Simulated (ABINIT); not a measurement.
Write the native input for ABINIT 10.8.3 (patched build) that does the following.

- Task: single point
- Functional: PBE
- Potentials or basis: JTH PAW PBE v2.0
- Cutoff: 408 eV
- k mesh: 13 × 13 × 8
- Occupations: fermi-dirac, width 0.05 eV
- Spin: no spin polarisation
- Fine-grid cutoff: 816.342 eV
- Exchange and correlation inside the PAW spheres: full angular mesh (pawxcdev 0, this build's default; the released program takes 1)

Crystal: Ti.

```xyz
2
Lattice="2.9500 0.0000 0.0000 -1.4750 2.5548 0.0000 0.0000 0.0000 4.6800" Properties=species:S:1:pos:R:3 pbc="T T T"
Ti    1.4750    0.8516    3.5100
Ti    0.0000    1.7032    1.1700
```

One way to write it, as run:

run.abi

```
# Pseudopotentials
pp_dirpath "./"
pseudos "Ti.GGA_PBE-JTH.xml"

# Structure
acell 5.5746920676 5.5746920677 8.8439182632
rprim
     1.0000000000     0.0000000000     0.0000000000
    -0.5000000000     0.8660254038     0.0000000000
     0.0000000000     0.0000000000     1.0000000000
ntypat 1
znucl 22
natom 2
typat 1 1
xred
     0.6666666667     0.3333333333     0.7500000000
     0.3333333333     0.6666666667     0.2500000000

# Plane-wave basis
ecut 15.0
pawecutdg 30.0

# k points
kptopt 1
ngkpt 13 13 8
nshiftk 1
shiftk 0.0 0.0 0.0

# Exchange and correlation
ixc 11

# Bands and occupations
nband 16
occopt 3
tsmear 0.05 eV

# SCF cycle
nstep 100
tolvrs 1.0e-9

# Output
iomode 3
prtwf 0
prteig 0
prtebands 0
prtden 1
prtvha 1
prtvclmb 1
prtpot 1
```

Potentials or basis: JTH PAW PBE v2.0.

Launch:

```sh
$ abinit run.abi > log 2>&1
```

Results of the run:

```
Pressure                                              : -1.3 GPa
Band gap on the k mesh                                : none (metal or under the smearing width)
Valence electrons inside the program's atomic spheres : Ti 10.14 (radii [1.2214] Å)
```

It took 28 s on 1 thread of Arm Neoverse V2 (shared host), peak memory 0.13 GiB.
